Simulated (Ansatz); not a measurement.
Level of theory: DFT PBE, scalar-relativistic, plane waves, PAW (Ansatz 0.2.0). Settings: cutoff 420 eV, Γ-centred meshes spaced at most about 0.3 Å⁻¹ (2π included), Gaussian smearing. No spin polarisation.

All energies are static (0 K, no zero-point motion).

Two forms of HfSi3O8 were relaxed alike.

A.

```xyz
12
Lattice="5.5015 0.0000 0.0000 0.0000 5.5015 0.0000 0.0000 0.0000 7.9864" Properties=species:S:1:pos:R:3 pbc="T T T"
Hf    0.0000    0.0000    3.9932
Si    2.7507    0.0000    6.2237
Si    0.0000    2.7507    1.7627
Si    2.7507    2.7507    0.0000
O     4.0368    0.0000    5.2440
O     1.3702    2.7507    0.8712
O     1.4647    0.0000    5.2440
O     4.1313    2.7507    0.8712
O     0.0000    1.4647    2.7424
O     2.7507    4.1313    7.1152
O     0.0000    4.0368    2.7424
O     2.7507    1.3702    7.1152
```

B.

```xyz
12
Lattice="5.3228 0.0000 0.0000 0.0000 5.3228 0.0000 0.0000 0.0000 7.9365" Properties=species:S:1:pos:R:3 pbc="T T T"
Hf    2.6614    2.6614    3.9683
Si    0.0000    0.0000    0.0000
Si    2.6614    0.0000    6.1757
Si    0.0000    2.6614    1.7608
O     2.2499    4.0920    5.2022
O     4.9523    1.3393    0.8657
O     3.9835    4.9523    7.0708
O     1.2309    2.2499    2.7343
O     3.0729    1.2309    5.2022
O     0.3705    3.9835    0.8657
O     1.3393    0.3705    7.0708
O     4.0920    3.0729    2.7343
```

Problem. Which form is favoured at zero pressure, and by what margin per atom?

Solution. B is lower, by 5 meV/atom. A has space group P-4m2 (No. 115), 20.1 Å³/atom and a gap of 4.66 eV on its mesh; B has space group P-4 (No. 81), 18.7 Å³/atom and a gap of 4.91 eV. Counting O atoms around Hf and Si (those within 1.25 times the shortest such distance or 1.15 times the sum of covalent radii, 1.27 where that leaves under three), A and B both have Hf 4, Si 4. The denser one is the lower, and pressure would at first widen the difference. Both come from invented guesses. Shaken at random and relaxed again, A falls into a cell with space group C2 (No. 5), 13 meV/atom lower, so it is a saddle point or a shallow minimum. Shaken at random and relaxed again, B came back. The lowest form computed isn't among them: it has space group P1 (No. 1), 18.5 Å³/atom and lies 9 meV/atom below the best shown. Checks on B: imaginary modes at Γ (to 31i cm⁻¹).

Spin–orbit coupling, which can matter for Hf, is left out. Kohn–Sham gaps at this level usually fall short of measured ones. Some types were kept out of the candidates beforehand, so the set may lack a known form.
